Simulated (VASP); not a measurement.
# In7Se8 (a cell with a defect) in VASP: notebook

Runs on In7Se8 (a cell with a defect). Level: PBE. Tasks: single point.

Everything below comes from runs of VASP 6.6.1. Logs are shortened: lines on timing, memory, paths and dates and some standing lists are left out, and cuts for length are marked.

## 1. Starting point

The cell holds a defect, 15 atoms: a = 11.020 Å, b = 8.220 Å, c = 4.610 Å, α = 90.00°, β = 87.20°, γ = 90.00°.

## 2. Single point, PBE

Contents of INCAR:

```
PREC = Accurate
ENCUT = 520
EDIFF = 1E-6
ISMEAR = -1
SIGMA = 0.05
LREAL = Auto
LASPH = T
NELM = 100
ALGO = Fast
ISIF = 2
LWAVE = F
LCHARG = F
GGA = PE
NBANDS = 82
```

Contents of KPOINTS:

```
regular mesh
0
Gamma
  2 2 3
```

Contents of POSCAR:

```
In7Se8
1.0
   11.0195290000      0.0000000000      0.0000000000
    0.0000000000      8.2196480000      0.0000000000
    0.2251900000      0.0000000000      4.6043030000
Se In
8 7
Direct
    0.1413358187      0.2664884190      0.5381537662
    0.8461113442      0.2823030865      0.4534282388
    0.3365795223      0.0002278686      0.0452337737
    0.6530891818      0.0002601085      0.9967619420
    0.1413243047      0.7339354435      0.5381976382
    0.8460743491      0.7182584948      0.4536932083
    0.3816968233      0.5002401563      0.0375140385
    0.5980929155      0.5002608384      1.0049903319
    0.3718483786      0.2424462702      0.6481282835
    0.6124866428      0.2420691251      0.3980224586
    0.1070056771      0.0002182575      0.8677376359
    0.8830576439      0.0002126612      0.1723064273
    0.3718366016      0.7580172533      0.6481228538
    0.6124744575      0.7584562015      0.3980370102
    0.9796801552      0.5001722702     -0.1215723639
```

Potentials or basis: VASP PAW PBE potentials, release 64 (Se, In_d).

Command:

```
> cat potpaw_PBE.64/Se/POTCAR potpaw_PBE.64/In_d/POTCAR > POTCAR
> mpirun -np 1 vasp_std > vasp.out
```

OUTCAR:

```text
PREC = Accurate
   ENCUT = 520
   EDIFF = 1E-6
   ISMEAR = -1
   LREAL = Auto
   LASPH = T
   NELM = 100
   ISIF = 2
   GGA = PE

 ion  position               nearest neighbor table
   1  0.141  0.266  0.538-   9 2.62  11 2.68  15 3.01
   2  0.846  0.282  0.453-  10 2.62  12 2.68  15 3.08
   3  0.337  0.000  0.045-  11 2.70  13 2.72   9 2.72
   4  0.653  0.000  0.997-  12 2.70  10 2.74  14 2.74
   5  0.141  0.734  0.538-  13 2.62  11 2.68  15 3.01
   6  0.846  0.718  0.454-  14 2.62  12 2.68  15 3.08
   7  0.382  0.500  0.038-   8 2.38  13 2.78   9 2.78
   8  0.598  0.500  0.005-   7 2.38  10 2.80  14 2.80
   9  0.372  0.242  0.648-   1 2.62   3 2.72   7 2.78  10 2.84  11 3.64  13 3.98
  10  0.612  0.242  0.398-   2 2.62   4 2.74   8 2.80   9 2.84  12 3.69  14 3.98
  11  0.107  0.000  0.868-   5 2.68   1 2.68   3 2.70  12 2.78  13 3.64   9 3.64
  12  0.883  0.000  0.172-   6 2.68   2 2.68   4 2.70  11 2.78  14 3.69  10 3.69
  13  0.372  0.758  0.648-   5 2.62   3 2.72   7 2.78  14 2.84  11 3.64   9 3.98
  14  0.612  0.758  0.398-   6 2.62   4 2.74   8 2.80  13 2.84  12 3.69  10 3.98
  15  0.980  0.500  0.878-   1 3.01   5 3.01   2 3.08   6 3.08

  LATTYP: Found a simple monoclinic cell.
 ALAT       =     4.6098065742
 B/A-ratio  =     1.7830787187
 C/A-ratio  =     2.3904536606
 COS(beta)  =    -0.0488502058

  Lattice vectors:

 A1 = (   0.2251900000,   0.0000000000,   4.6043030000)
 A2 = (   0.0000000000,   8.2196480000,   0.0000000000)
 A3 = ( -11.0195290000,   0.0000000000,   0.0000000000)

Analysis of symmetry for initial positions (statically):
=====================================================================
 Subroutine PRICEL returns:
 Original cell was already a primitive cell.

 Routine SETGRP: Setting up the symmetry group for a
 simple monoclinic supercell.

 Subroutine GETGRP returns: Found  1 space group operations
 (whereof  1 operations were pure point group operations)
 out of a pool of  4 trial point group operations.

The static configuration has the point symmetry C_1 .

Analysis of symmetry for dynamics (positions and initial velocities):
=====================================================================
 Subroutine PRICEL returns:
 Original cell was already a primitive cell.

[... 130 lines left out ...]
   EFERMI =   0.00;   METHOD = LEGACY
   ISMEAR =    -1;   SIGMA  =   0.05  broadening in eV -4-tet -1-fermi 0-gaus
   EFERMI_NEDOS =   21; number of points for ismear=-14 and -15
   IALGO  =     68    algorithm
   IMIX   =      4    mixing-type and parameters
     AMIX     =   0.40;   BMIX     =  1.00
     AMIX_MAG =   1.60;   BMIX_MAG =  1.00
  volume/ion in A,a.u.               =      27.80       187.62
  Fermi-wavevector in a.u.,A,eV,Ry     =   1.135062  2.144957 17.529291  1.288367
  Thomas-Fermi vector in A             =   2.271767
   LORBIT       =      0    0 simple, 1 ext, 2 COOP (PROOUT), +10 PAW based schemes
   GGA     = PE    functional components
   LHFCALC =     F    Hartree Fock is set to
   AEXX    =    0.0000 exact exchange contribution
   IVDW    =     0    specifies the selected vdW correction
   LEPSILON=     F    determine dielectric tensor
   LRPA    =     F    only Hartree local field effects (RPA)
 non-spin polarized calculation
 RMM-DIIS sequential band-by-band and
  energy-cutoff  :      520.00
  volume of cell :      417.04
 maximum number of plane-waves:     11255
 NGX is ok and might be reduce to    84
   NGX = 41   NGY = 31   NGZ = 17

 number of electron     138.9999993 magnetization

 Free energy of the ion-electron system (eV)
  ---------------------------------------------------
  ext. energy  EPLUGINS =         0.00000000
  ---------------------------------------------------
  free energy    TOTEN  =       -51.34516019 eV

  energy without entropy =      -51.31847301  energy(sigma->0) =      -51.33181660

 E-fermi :   4.1518     XC(G=0):  -9.2295

 val. band max:        4.0722501078   @ k =   0.5000   0.5000   0.3333
 cond. band min:       4.1949943634   @ k =   0.0000   0.5000   0.3333
 fundamental gap:      0.1227442556
 Fermi energy:         4.1518054970

 k-point     1 :       0.0000    0.0000    0.0000
  band No.  band energies     occupation
      1     -10.6898      2.00000
      2     -10.4294      2.00000
      3     -10.4240      2.00000
      4     -10.3847      2.00000
      5     -10.2974      2.00000
      6     -10.2802      2.00000
[... 661 lines left out ...]
     80       8.1562      0.00000
     81       8.3079      0.00000
 [bands above 81 left out]

------------------------ aborting loop because EDIFF is reached ----------------------------------------

  FORCE on cell =-STRESS in cart. coord.  units (eV):
  Direction    XX          YY          ZZ          XY          YZ          ZX
  --------------------------------------------------------------------------------------
  -------------------------------------------------------------------------------------
  Total        5.0802763      3.4903326      0.7289853      0.0009830      0.0032593      1.3186826
  in kB       19.5172114     13.4090266      2.8005879      0.0037765      0.0125216      5.0660645
  external PRESSURE =      11.9089420 kB  Pullay stress =       0.0000000 kB

 VOLUME and BASIS-vectors are now :
 -----------------------------------------------------------------------------
  energy-cutoff  :      520.00
  volume of cell :      417.04
      direct lattice vectors                 reciprocal lattice vectors
    11.019529000  0.000000000  0.000000000     0.090747980  0.000000000 -0.004438356
     0.000000000  8.219648000  0.000000000     0.000000000  0.121659711  0.000000000
     0.225190000  0.000000000  4.604303000     0.000000000  0.000000000  0.217188139

 POSITION                                       TOTAL-FORCE (eV/Angst)
 -----------------------------------------------------------------------------------
      1.67864      2.19044      2.47782        -0.006393      0.011730     -0.001948
      9.42586      2.32043      2.08772         0.013576      0.002916     -0.000470
      3.71913      0.00187      0.20827         0.002491     -0.000660      0.015098
      7.42120      0.00214      4.58939        -0.010753     -0.000341     -0.008859
      1.67852      6.03269      2.47803        -0.005945     -0.007988     -0.000759
      9.42551      5.90383      2.08894         0.014928     -0.002054     -0.001759
      4.21457      4.11180      0.17273        -0.012115     -0.000621      0.003633
      6.59183      4.11197      0.02298         0.029881     -0.000996     -0.001330
      4.24355      1.99282      2.98418         0.017994     -0.006374     -0.004640
      6.83894      1.98972      1.83262        -0.023967      0.001279      0.004440
      1.37456      0.00179      3.99533        -0.023819      0.001963     -0.003104
      9.76968      0.00175      0.79335         0.010113      0.001191     -0.011080
      4.24342      6.23064      2.98415         0.018703     -0.002612     -0.004530
      6.83881      6.23424      1.83268        -0.022996      0.004329      0.008680
     10.99343      4.11124      4.04455        -0.001696     -0.001763      0.006628
 -----------------------------------------------------------------------------------
    total drift:                                0.012115     -0.011665     -0.057452

  FREE ENERGIE OF THE ION-ELECTRON SYSTEM (eV)
  ---------------------------------------------------
  free  energy   TOTEN  =       -51.3451601877 eV

  energy  without entropy=      -51.3184730100  energy(sigma->0) =      -51.33181660
```

It took 7.9 min on 1 thread of Intel Xeon Platinum 8488C (Sapphire Rapids), shared host; peak memory 0.5 GiB.

What came out:

```yaml
Free_energy: -51.3452 eV
Pressure: 1.2 GPa
Largest_force: 0.030 eV/Å
Band_gap_on_the_k_mesh: none (metal or under the smearing width)
```

Forces in eV/Å, atoms in the order of the input:
```
Se  -0.006  0.012 -0.002
Se   0.014  0.003  0.000
Se   0.002 -0.001  0.015
Se  -0.011  0.000 -0.009
Se  -0.006 -0.008 -0.001
Se   0.015 -0.002 -0.002
Se  -0.012 -0.001  0.004
Se   0.030 -0.001 -0.001
In   0.018 -0.006 -0.005
In  -0.024  0.001  0.004
In  -0.024  0.002 -0.003
In   0.010  0.001 -0.011
In   0.019 -0.003 -0.005
In  -0.023  0.004  0.009
In  -0.002 -0.002  0.007
```

Caveat: the k mesh is coarse (spacing up to 0.45 Å⁻¹), so the values aren't converged.

## 3. Single point, PBE

Contents of INCAR:

```
PREC = Accurate
ENCUT = 520
EDIFF = 1E-7
ISMEAR = -1
SIGMA = 0.05
LREAL = Auto
LASPH = T
NELM = 100
ALGO = Fast
ISIF = 2
LWAVE = F
LCHARG = T
GGA = PE
LELF = T
LVHAR = T
NBANDS = 82
```

Contents of KPOINTS:

```
Automatic mesh
0
Gamma
  2 2 3
```

Contents of POSCAR:

```
In7Se8
1.0
   11.0195290000      0.0000000000      0.0000000000
    0.0000000000      8.2196480000      0.0000000000
    0.2251900000      0.0000000000      4.6043030000
Se In
8 7
Direct
    0.1438849109      0.2728339462      0.5440830024
    0.8496242933      0.2789101188      0.4603821686
    0.3395562771     -0.0005831150      0.0333307778
    0.6568784839     -0.0000928264      0.9818220043
    0.1436466144      0.7291843884      0.5394332215
    0.8498452569      0.7211392751      0.4567234172
    0.3867439857      0.4993255186      0.0204602086
    0.6029956692      0.4996644625      0.9892567887
    0.3755766774      0.2409643333      0.6324166763
    0.6168595103      0.2410486434      0.3826179554
    0.1099343861      0.0005343295      0.8541846616
    0.8863158993      0.0012448222      0.1659365163
    0.3755072926      0.7574758676      0.6323793200
    0.6167074423      0.7579875683      0.3807338483
    0.9867694831      0.5033168087     -0.0533146928
```

Potentials or basis: VASP PAW PBE potentials, release 64 (Se, In_d).

Command:

```
> cat potpaw_PBE.64/Se/POTCAR potpaw_PBE.64/In_d/POTCAR > POTCAR
> mpirun -np 1 vasp_std > vasp.out
```

OUTCAR:

```text
PREC = Accurate
   ENCUT = 520
   EDIFF = 1E-7
   ISMEAR = -1
   LREAL = Auto
   LASPH = T
   NELM = 100
   ISIF = 2
   GGA = PE

 ion  position               nearest neighbor table
   1  0.144  0.273  0.544-   9 2.62  11 2.67  15 3.12
   2  0.850  0.279  0.460-  10 2.63  12 2.68  15 3.31  15 3.32
   3  0.340  0.999  0.033-  11 2.70   9 2.73  13 2.73
   4  0.657  1.000  0.982-  12 2.71  14 2.73  10 2.73
   5  0.144  0.729  0.539-  13 2.62  11 2.68  15 3.11
   6  0.850  0.721  0.457-  14 2.63  12 2.68  15 3.27  15 3.30
   7  0.387  0.499  0.020-   8 2.38  13 2.78   9 2.78
   8  0.603  0.500  0.989-   7 2.38  14 2.80  10 2.80
   9  0.376  0.241  0.632-   1 2.62   3 2.73   7 2.78  10 2.85  11 3.64  13 3.97
  10  0.617  0.241  0.383-   2 2.63   4 2.73   8 2.80   9 2.85  12 3.66  14 3.97
  11  0.110  0.001  0.854-   1 2.67   5 2.68   3 2.70  12 2.79   9 3.64  13 3.65
  12  0.886  0.001  0.166-   2 2.68   6 2.68   4 2.71  11 2.79  10 3.66  14 3.68
  13  0.376  0.757  0.632-   5 2.62   3 2.73   7 2.78  14 2.85  11 3.65   9 3.97
  14  0.617  0.758  0.381-   6 2.63   4 2.73   8 2.80  13 2.85  12 3.68  10 3.97
  15  0.987  0.503  0.947-   5 3.11   1 3.12   6 3.27   6 3.30   2 3.31   2 3.32

  LATTYP: Found a simple monoclinic cell.
 ALAT       =     4.6098065742
 B/A-ratio  =     1.7830787187
 C/A-ratio  =     2.3904536606
 COS(beta)  =    -0.0488502058

  Lattice vectors:

 A1 = (   0.2251900000,   0.0000000000,   4.6043030000)
 A2 = (   0.0000000000,   8.2196480000,   0.0000000000)
 A3 = ( -11.0195290000,   0.0000000000,   0.0000000000)

Analysis of symmetry for initial positions (statically):
=====================================================================
 Subroutine PRICEL returns:
 Original cell was already a primitive cell.

 Routine SETGRP: Setting up the symmetry group for a
 simple monoclinic supercell.
[... 161 lines left out ...]
  energy-cutoff  :      520.00
  volume of cell :      417.04
 maximum number of plane-waves:     11255
 NGX is ok and might be reduce to    84
   NGX = 41   NGY = 31   NGZ = 17

 number of electron     139.0000004 magnetization

 Free energy of the ion-electron system (eV)
  ---------------------------------------------------
  ext. energy  EPLUGINS =         0.00000000
  ---------------------------------------------------
  free energy    TOTEN  =       -51.32419921 eV

  energy without entropy =      -51.29301368  energy(sigma->0) =      -51.30860645

 E-fermi :   4.0873     XC(G=0):  -9.2394

 val. band max:        4.0398730950   @ k =   0.0000   0.5000   0.0000
 cond. band min:       4.1092011883   @ k =   0.0000   0.5000   0.3333
 fundamental gap:      0.0693280934
 Fermi energy:         4.0872518063

 k-point     1 :       0.0000    0.0000    0.0000
  band No.  band energies     occupation
      1     -10.6851      2.00000
      2     -10.4113      2.00000
      3     -10.4041      2.00000
      4     -10.3677      2.00000
      5     -10.2807      2.00000
      6     -10.2576      2.00000
[... 661 lines left out ...]
     80       8.0719      0.00000
     81       8.3464      0.00000
 [bands above 81 left out]

------------------------ aborting loop because EDIFF is reached ----------------------------------------

  FORCE on cell =-STRESS in cart. coord.  units (eV):
  Direction    XX          YY          ZZ          XY          YZ          ZX
  --------------------------------------------------------------------------------------
  -------------------------------------------------------------------------------------
  Total        4.5462721      3.1845137     -0.2197655      0.0170347     -0.0053263      1.6211212
  in kB       17.4656943     12.2341431     -0.8442865      0.0654431     -0.0204624      6.2279616
  external PRESSURE =       9.6185170 kB  Pullay stress =       0.0000000 kB

 VOLUME and BASIS-vectors are now :
 -----------------------------------------------------------------------------
  energy-cutoff  :      520.00
  volume of cell :      417.04
      direct lattice vectors                 reciprocal lattice vectors
    11.019529000  0.000000000  0.000000000     0.090747980  0.000000000 -0.004438356
     0.000000000  8.219648000  0.000000000     0.000000000  0.121659711  0.000000000
     0.225190000  0.000000000  4.604303000     0.000000000  0.000000000  0.217188139

 POSITION                                       TOTAL-FORCE (eV/Angst)
 -----------------------------------------------------------------------------------
      1.70807      2.24260      2.50512        -0.024585     -0.005649     -0.027970
      9.46613      2.29254      2.11974        -0.012487      0.006158     -0.011155
      3.74926      8.21485      0.15347        -0.004113     -0.003267     -0.015539
      7.45959      8.21888      4.52061         0.026410     -0.001355     -0.003777
      1.70439      5.99364      2.48371        -0.005913      0.011651     -0.005914
      9.46774      5.92751      2.10289        -0.011860     -0.001364      0.001765
      4.26634      4.10428      0.09420        -0.012309      0.007067      0.049482
      6.86750      4.10707      4.55484         0.050775     -0.005825      0.025194
      4.28109      1.98064      2.91184         0.026663     -0.017849      0.000586
      6.88366      1.98133      1.76169        -0.019910      0.022694      0.007793
      1.40378      0.00439      3.93292        -0.032013     -0.001480      0.029197
      9.80415      0.01023      0.76402         0.023333     -0.016429     -0.010089
      4.28032      6.22619      2.91167         0.017476      0.034959      0.005544
      6.88156      6.23039      1.75301        -0.017915     -0.008687      0.008660
     11.08692      4.13709      4.35883        -0.003552     -0.020624     -0.053778
 -----------------------------------------------------------------------------------
    total drift:                               -0.025578     -0.007895      0.013535

  FREE ENERGIE OF THE ION-ELECTRON SYSTEM (eV)
  ---------------------------------------------------
  free  energy   TOTEN  =       -51.3241992134 eV

  energy  without entropy=      -51.2930136814  energy(sigma->0) =      -51.30860645
```

Run time: 12 min. Hardware: 1 thread of Intel Xeon Platinum 8488C (Sapphire Rapids), shared host; peak memory 0.53 GiB.

Results:

- Free energy: -51.3242 eV
- Pressure: 1.0 GPa
- Largest force: 0.058 eV/Å
- Band gap on the k mesh: none (metal or under the smearing width)

Forces in eV/Å, atoms in the order of the input:
```
Se  -0.025 -0.006 -0.028
Se  -0.012  0.006 -0.011
Se  -0.004 -0.003 -0.016
Se   0.026 -0.001 -0.004
Se  -0.006  0.012 -0.006
Se  -0.012 -0.001  0.002
Se  -0.012  0.007  0.049
Se   0.051 -0.006  0.025
In   0.027 -0.018  0.001
In  -0.020  0.023  0.008
In  -0.032 -0.001  0.029
In   0.023 -0.016 -0.010
In   0.017  0.035  0.006
In  -0.018 -0.009  0.009
In  -0.004 -0.021 -0.054
```

Levels at points of the mesh, in eV from the Fermi level:
| k point | band 68 | band 69 | band 70 | band 71 | band 72 | band 73 |
| --- | --- | --- | --- | --- | --- | --- |
| (0.00, 0.00, 0.00) | -0.61 | -0.34 | -0.11 | 1.29 | 1.47 | 1.56 |
| (0.50, 0.00, 0.00) | -0.65 | -0.55 | -0.46 | 1.00 | 1.37 | 1.56 |
| (0.00, 0.50, 0.00) | -0.68 | -0.29 | -0.05 | 1.35 | 2.20 | 2.47 |
| (0.50, 0.50, 0.00) | -0.36 | -0.27 | -0.07 | 1.22 | 1.28 | 1.86 |

Caveat: the k mesh is coarse (spacing up to 0.45 Å⁻¹), so the values aren't converged.
